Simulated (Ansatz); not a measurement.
# Cr (P6_3/mmc) in Ansatz: a series of runs, part 2 of 3

Ansatz 0.2.0. Earlier steps stand in the parts before.

### 3 Band structure, PBE, collinear spin, ferromagnetic start

input.yaml

```yaml
crystal:
  lattice:
    - [2.714, 0.0, 0.0]
    - [-1.357, 2.3503929459, 0.0]
    - [0.0, 0.0, 4.41]
  atoms:
    - { symbol: Cr, position: [0.6666666667, 0.3333333333, 0.75], spin: 3.0 }
    - { symbol: Cr, position: [0.3333333333, 0.6666666667, 0.25], spin: 3.0 }
hamiltonian:
  xc: pbe
  pseudopotentials: { kind: paw }
magnetization:
  spin_polarized: true
kpoints:
  mp_grid: { grid: [11, 11, 6] }
  band_path:
    path:
      - [[0.0, 0.0, 0.0], [0.5, 0.0, 0.0], [0.3333333333, 0.3333333333, 0.0], [0.0, 0.0, 0.0], [0.0, 0.0, 0.5], [0.5, 0.0, 0.5], [0.3333333333, 0.3333333333, 0.5], [0.0, 0.0, 0.5]]
      - [[0.5, 0.0, 0.5], [0.5, 0.0, 0.0]]
      - [[0.3333333333, 0.3333333333, 0.0], [0.3333333333, 0.3333333333, 0.5]]
    npoints: 14
scf:
  occupations: { method: fermi_dirac, width: 0.05 }
  n_extra_bands: 6
output:
  forces: true
  stress: true
  eigenvalues: true
  fatbands: false
```

Potentials or basis: Ansatz PAW.

Command:

```
ansatz run input.yaml --threads 2 --pin off --max-ram 5632MiB --backend cpu --events-out ev --progress --plain --runs-dir out
```

What it wrote:

```text
Warning: the band count 20 (scf.n_extra_bands) hosts the net moment |M| = 6.0000 μB (N_el = 28) but caps the reachable moment at 2·n_bands − N_el = 12.0000 μB, below the 21 bands that the automatic rule leaves for it — a moment growing past the seed, or the majority channel's smearing tail, pins there with fewer empty majority states than that count leaves; raise or omit scf.n_extra_bands unless the cap is intended
Warning: RAYON_NUM_THREADS=2 ignored (pool sized by the plan → 2); use --threads N
scf.n_extra_bands = 6 over 14 filled bands (N_el = 28.0): the run solves 20 bands
Engine: ansatz 0.2.0, x86_64-unknown-linux-gnu
Pseudopotentials: kind: paw
Pseudopotential: Cr, paw, valence charge 14, recommended cutoff 420 eV (normal), Cr.paw.azcp
Functional definition: PBE
  parameter kappa = 0.804
  parameter beta = 0.06672455060314922
  exchange = pbe_x(kappa = kappa, mu = beta*pi^2/3)
  correlation = pbe_c(beta = beta)
Crystal: 2 atoms, lattice volume = 28.131 Å³
Basis set: ecut = 420 eV, 549 PW (Γ), exchange–correlation on 40×40×60 points (8 copies of the dense FFT grid, shifted against one another)
Bands: 20, of which v1, the nominal top of the filled ones, is band 14 counted from 1 (13 counted from 0)
Symmetry: 24 space group operations
Space group: P63/mmc (ITA 194), of the structure as read, at distance tolerance 3.0e-5 Å
Magnetic group: BNS 194.263 (UNI 1493), of the structure as read, at distance tolerance 3.0e-5 Å
k-points: 64 of 726
Non-local potential: Cr, projectors of the file, l = 0: 3, l = 1: 2, l = 2: 3, l = 3: 1
PAW form: soft (Blöchl's): semilocal exchange-correlation on the pseudo side does not see the compensation charge
PAW one-centre angular grid: Cr, 590 points (default); XC on 64 Gauss nodes
Initial density: superposition of atomic densities (chi_scale 0.1, normalization cell)
Starting moments: Σ|m| = 6 μB on 2 of 2 sites
Initial wavefunctions: pseudopotential atomic-orbital guess
Functional: x = pbe(κ = 0.804, μ = 0.2195149727645171), c = pbe(β = 0.06672455060314922)
SCF iter   1: F=—  HF=-6758.140316 eV  |F-HF|=—  |Δ(HF+E_count)|=         —  Δρ=2.44e-1 (↑2.44e-1 ↓7.80e-2)  dr2=1.07e1  dr2_m=5.73e0  M=2.027 μB ∫|m|=2.027 μB  β_m=0.30  ethr=3.10e-3  ⟨swp⟩=3.4  Hψ=8953  notcnv=0
Mixer restart at iter 1: flushing history
preconditioner: auto → none  [metal: Δε(μ)=0.021 eV  Ē_g=4.548 eV  σ=0.050 eV  W_gap=0.10  n_scr=8 (ndim 8)  ℏωp=24.3 eV  f_vac=0.000  D(μ)=2.92/eV (n_scr^D=36)  sad-step TF]
SCF iter   2: F=—  HF=-6755.281118 eV  |F-HF|=—  |Δ(HF+E_count)|=    2.86e0  Δρ=1.38e-1 (↑1.38e-1 ↓5.88e-2)  dr2=3.05e0  dr2_m=2.21e0  M=2.226 μB ∫|m|=2.226 μB  β_m=0.49  ethr=3.10e-3  ⟨swp⟩=2.0  Hψ=5835  notcnv=0  defer=53
SCF iter   3: F=—  HF=-6754.182093 eV  |F-HF|=—  |Δ(HF+E_count)|=    1.10e0  Δρ=2.99e-2 (↑2.99e-2 ↓2.16e-2)  dr2=1.21e-1  dr2_m=1.45e-1  M=2.200 μB ∫|m|=2.201 μB  β_m=0.63  ethr=3.10e-3  ⟨swp⟩=2.9  Hψ=5202  notcnv=0  defer=53
SCF iter   4: F=—  HF=-6754.146213 eV  |F-HF|=—  |Δ(HF+E_count)|=   3.59e-2  Δρ=7.85e-3 (↑2.99e-3 ↓7.85e-3)  dr2=8.94e-3  dr2_m=6.54e-3  M=1.953 μB ∫|m|=1.955 μB  β_m=0.82  ethr=4.31e-4  ⟨swp⟩=2.1  Hψ=4938  notcnv=0  defer=32
SCF iter   5: F=—  HF=-6754.160971 eV  |F-HF|=—  |Δ(HF+E_count)|=   1.48e-2  Δρ=6.10e-3 (↑6.10e-3 ↓3.91e-3)  dr2=1.09e-3  dr2_m=6.34e-3  M=1.811 μB ∫|m|=1.813 μB  β_m=0.91  ethr=3.19e-5  ⟨swp⟩=2.5  Hψ=4767  notcnv=0  defer=32
SCF iter   6: F=—  HF=-6754.160017 eV  |F-HF|=—  |Δ(HF+E_count)|=   9.54e-4  Δρ=1.31e-3 (↑1.31e-3 ↓1.27e-3)  dr2=1.92e-6  dr2_m=4.29e-4  M=1.742 μB ∫|m|=1.745 μB  β_m=0.95  ethr=3.91e-6  ⟨swp⟩=2.5  Hψ=4850  notcnv=0  defer=32
SCF iter   7: F=—  HF=-6754.160031 eV  |F-HF|=—  |Δ(HF+E_count)|=   1.43e-5  Δρ=2.84e-4 (↑2.84e-4 ↓2.37e-4)  dr2=5.46e-5  dr2_m=8.95e-7  M=1.709 μB ∫|m|=1.711 μB  β_m=0.84  ethr=6.87e-9  ⟨swp⟩=2.9  Hψ=5091  notcnv=0  defer=32
SCF iter   8: F=—  HF=-6754.160030 eV  |F-HF|=—  |Δ(HF+E_count)|=   5.20e-7  Δρ=5.45e-5 (↑5.45e-5 ↓4.44e-5)  dr2=1.19e-6  dr2_m=2.77e-7  M=1.715 μB ∫|m|=1.717 μB  β_m=0.92  ethr=6.87e-9  ⟨swp⟩=2.8  Hψ=4841  notcnv=0  defer=32
SCF iter   9: F=—  HF=-6754.160031 eV  |F-HF|=—  |Δ(HF+E_count)|=   2.95e-7  Δρ=2.84e-5 (↑2.84e-5 ↓2.73e-5)  dr2=3.98e-9  dr2_m=1.99e-7  M=1.715 μB ∫|m|=1.717 μB  β_m=0.94  ethr=4.25e-9  ⟨swp⟩=2.8  Hψ=4249  notcnv=0  defer=32
SCF iter  10: F=—  HF=-6754.160031 eV  |F-HF|=—  |Δ(HF+E_count)|=   3.36e-9  Δρ=5.60e-6 (↑3.71e-6 ↓5.60e-6)  dr2=1.07e-9  dr2_m=5.51e-9  M=1.716 μB ∫|m|=1.718 μB  β_m=0.97  ethr=1.42e-11  ⟨swp⟩=2.1  Hψ=4463  notcnv=0  defer=32
SCF iter  11: F=-6754.160031 eV  HF=-6754.160031 eV  |F-HF|=8.37e-11  |Δ(HF+E_count)|=  5.95e-10  Δρ=7.54e-7 (↑5.73e-7 ↓7.54e-7)  dr2=2.19e-10  dr2_m=4.84e-11  M=1.716 μB ∫|m|=1.718 μB  ethr=3.80e-12  ⟨swp⟩=2.0  Hψ=8134  notcnv=0
SCF 1 converged in 11 iterations: F = -6754.160031 eV  dr2 = 2.19e-10
Symmetry: 12 space group operations
k-points: 64 of 726 (time reversal used)
Initial density: read from a saved state, or passed on in memory by an earlier SCF of this step, an earlier step, the calling program or the single point that the run made first
Starting moments: Σ|m| = 6 μB on 2 of 2 sites; this step starts from the density that it was given
iter 1 solved again at ethr=3.51e-10 eV; its pass at ethr=3.57e-6 eV (dr2=9.83e-8 eV) is discarded
SCF iter   1: F=—  HF=-6754.160031 eV  |F-HF|=—  |Δ(HF+E_count)|=         —  Δρ=7.48e-7 (↑5.64e-7 ↓7.48e-7)  dr2=2.10e-10  dr2_m=4.86e-11  M=1.716 μB ∫|m|=1.718 μB  ethr=3.51e-10  ⟨swp⟩=1.0  Hψ=20691  notcnv=0
preconditioner: auto → none  [metal: Δε(μ)=0.010 eV  Ē_g=3.702 eV  σ=0.050 eV  W_gap=0.05  n_scr=8 (ndim 8)  ℏωp=24.3 eV  f_vac=0.000  D(μ)=4.14/eV (n_scr^D=66)]
SCF iter   2: F=—  HF=-6754.291408 eV  |F-HF|=—  |Δ(HF+E_count)|=   1.31e-1  Δρ=6.21e-2 (↑6.21e-2 ↓3.12e-2)  dr2=3.48e0  dr2_m=9.57e-2  M=1.818 μB ∫|m|=2.168 μB  ethr=3.57e-6  ⟨swp⟩=1.0  Hψ=12344  notcnv=0
SCF iter   3: F=—  HF=-6754.160306 eV  |F-HF|=—  |Δ(HF+E_count)|=   1.31e-1  Δρ=8.40e-3 (↑8.40e-3 ↓4.48e-3)  dr2=8.17e-2  dr2_m=1.24e-3  M=1.976 μB ∫|m|=2.033 μB  ethr=3.57e-6  ⟨swp⟩=1.0  Hψ=8211  notcnv=0
SCF iter   4: F=—  HF=-6754.158753 eV  |F-HF|=—  |Δ(HF+E_count)|=   1.55e-3  Δρ=3.91e-3 (↑3.91e-3 ↓1.57e-3)  dr2=1.30e-2  dr2_m=4.09e-4  M=1.980 μB ∫|m|=2.020 μB  ethr=3.57e-6  ⟨swp⟩=1.0  Hψ=6514  notcnv=0
an SCF along what the orbitals of the run's state read of its open shells (or to have them read: on a GPU, or by another smearing), with 12 of the crystal's symmetry operations given up, reached no lower state that the run goes on to. This is no proof of a minimum
NSCF: frozen V_eff on 129 k-points
SCF converged after 11 iterations
Magnetization: 1.7157 μB (14.8579 up, 13.1421 down)
Absolute magnetization: 1.7177 μB (∫|ρ↑−ρ↓|, with the PAW one-centre terms)
Spin contamination: 0.0053 ħ² per cell (⟨S²⟩ above its minimum at these occupations)
Per-site moments (μB) at R_I (Å): [(0.789717908339521, 1.1158327308725133), (0.7897179083395209, 1.1158327308725133)]
Free energy (F): -6754.160031 eV
Harris-Foulkes:  -6754.160031 eV  (|F-HF|=8.37e-11)
Internal energy: -6754.125527 eV  (E = F + TS)
E sigma→0 (E₀):  -6754.142779 eV
Entropy (-TS):   -0.034504 eV (-17.252 meV/atom)
Fermi energy:    15.259237 eV
--- Per-component energies (eV) ---
  E_band       = -392.852803
  E_kinetic    = 678.668126
  E_local      = -2696.221791  (includes V_loc(G=0)·N_el)
  E_nonlocal   = 157.178364
  E_hartree    = 1148.651767
  E_xc         = -276.580701
  E_vxc        = -352.554567  (∫ρ·V_xc dr)
  E_paw        = -2389.000112  (= ΣΔE_a)
  E_vpaw       = -477.226368  (= ΣTr[D̂ρ^β])
  E_aug_tail   = 0.000784  (compensation charges beyond the density's cutoff)
  E_ewald      = -3376.821965
  E_smearing   = -0.034504  (= −TS)
  E_closure    = 0.000000  (closes the sum)
  Σ components = -6754.160031   (vs F -6754.160031, Δ=0.00e0)
--- Forces (eV/Å), atoms counted from 1 ---
  atom   1  Cr     0.00000000     0.00000000     0.00000000
  atom   2  Cr     0.00000000    -0.00000000     0.00000000
  max |Σ_I F_I| component: 1.85e-17 eV/Å
--- Stress (GPa, compression-positive) ---
      -27.018742      -0.000000       0.000000
       -0.000000     -27.018742       0.000000
        0.000000       0.000000     -22.340286
  P = ⅓ Tr σ = -25.4593 GPa (-254.593 kbar)
--- Band table (eV; the first three rows and the last of 128) ---
  k-point 0 ↑: bands = ["-56.6612", "-56.5730", "-28.1404", "-27.7956", "-27.7956", "-27.7291", "-27.7291", "-27.6521", "8.0862", "11.6838", "14.6010", "14.6010", "14.6525", "14.9698", "14.9698", "15.4165", "15.4165", "15.6377", "16.6590", "16.6590"]
  k-point 1 ↑: bands = ["-56.6553", "-56.5789", "-28.1085", "-27.7912", "-27.7912", "-27.7335", "-27.7335", "-27.6856", "8.3304", "11.5727", "14.5367", "14.5367", "14.5626", "14.8861", "14.8861", "15.0642", "15.5949", "15.5949", "16.6439", "16.6439"]
  k-point 2 ↑: bands = ["-56.6392", "-56.5951", "-28.0206", "-27.7790", "-27.7790", "-27.7765", "-27.7457", "-27.7457", "9.0274", "11.0470", "14.3032", "14.3420", "14.4818", "14.4818", "14.7030", "14.7030", "15.9585", "15.9585", "16.5482", "16.5482"]
  k-point 63 ↓: bands = ["-55.7405", "-55.7405", "-27.3021", "-27.3021", "-27.1755", "-27.1755", "-26.9866", "-26.9866", "13.3694", "13.3694", "14.0331", "14.0331", "14.5381", "14.5381", "16.1722", "16.1722", "17.4864", "17.4864", "21.4752", "21.4752"]
```

It took 22 s on 2 threads of Intel Xeon at 2.50GHz (Skylake/Cascade Lake), shared host; peak memory 0.51 GiB.

Results:

| Quantity | Value |
| --- | --- |
| Free energy | -6754.1600 eV |
| Pressure | -25.5 GPa |
| Band gap on the k mesh | none (metal or under the smearing width) |
| Net moment | 1.72 μB per cell |
| Absolute moment | 1.72 μB per cell |
| Site moments | Cr +0.79 μB |

Stress tensor (GPa, compression positive):
```
-27.02   0.00   0.00
  0.00 -27.02   0.00
  0.00   0.00 -22.34
```

Levels at the corners of the path, in eV from the Fermi level:
Spin up:
| point | band 11 | band 12 | band 13 | band 14 | band 15 | band 16 | band 17 | band 18 | band 19 | band 20 |
| --- | --- | --- | --- | --- | --- | --- | --- | --- | --- | --- |
| Γ | -0.66 | -0.66 | -0.61 | -0.29 | -0.29 | 0.16 | 0.16 | 0.38 | 1.40 | 1.40 |
| M | -2.86 | -1.17 | -0.80 | -0.70 | -0.23 | 1.57 | 1.67 | 1.74 | 2.96 | 4.51 |
| K | -2.29 | -2.14 | -1.04 | -1.04 | -0.02 | 1.33 | 1.33 | 1.40 | 5.31 | 6.01 |
| Γ | -0.66 | -0.66 | -0.61 | -0.29 | -0.29 | 0.16 | 0.16 | 0.38 | 1.40 | 1.40 |
| A | -1.11 | -1.11 | -0.72 | -0.72 | -0.72 | -0.72 | 1.05 | 1.05 | 1.05 | 1.05 |
| L | -2.01 | -2.01 | 0.26 | 0.26 | 0.71 | 0.71 | 1.67 | 1.67 | 2.53 | 2.53 |
| H | -2.13 | -2.13 | -1.26 | -1.26 | 0.11 | 0.11 | 1.52 | 1.52 | 6.25 | 6.25 |
| A | -1.11 | -1.11 | -0.72 | -0.72 | -0.72 | -0.72 | 1.05 | 1.05 | 1.05 | 1.05 |
| L | -2.01 | -2.01 | 0.26 | 0.26 | 0.71 | 0.71 | 1.67 | 1.67 | 2.53 | 2.53 |
| M | -2.86 | -1.17 | -0.80 | -0.70 | -0.23 | 1.57 | 1.67 | 1.74 | 2.96 | 4.51 |
| K | -2.29 | -2.14 | -1.04 | -1.04 | -0.02 | 1.33 | 1.33 | 1.40 | 5.31 | 6.01 |
| H | -2.13 | -2.13 | -1.26 | -1.26 | 0.11 | 0.11 | 1.52 | 1.52 | 6.25 | 6.25 |
Spin down:
```csv
point,band 11,band 12,band 13,band 14,band 15,band 16,band 17,band 18
Γ,-0.02,0.07,0.07,0.45,0.45,0.63,0.96,0.96
M,-2.25,-0.80,-0.04,0.00,0.39,2.36,2.52,2.54
K,-1.80,-1.60,-0.33,-0.33,0.72,2.00,2.00,2.23
Γ,-0.02,0.07,0.07,0.45,0.45,0.63,0.96,0.96
A,-0.59,-0.59,0.01,0.01,0.01,0.01,1.88,1.88
L,-1.41,-1.41,1.05,1.05,1.16,1.16,2.47,2.47
H,-1.52,-1.52,-0.72,-0.72,0.88,0.88,2.21,2.21
A,-0.59,-0.59,0.01,0.01,0.01,0.01,1.88,1.88
L,-1.41,-1.41,1.05,1.05,1.16,1.16,2.47,2.47
M,-2.25,-0.80,-0.04,0.00,0.39,2.36,2.52,2.54
K,-1.80,-1.60,-0.33,-0.33,0.72,2.00,2.00,2.23
H,-1.52,-1.52,-0.72,-0.72,0.88,0.88,2.21,2.21
```

Caveat: so large a pressure means that the cell lies far from this level's equilibrium, or that cutoff or potentials fall short.

(Part 2 of 3 ends here.)
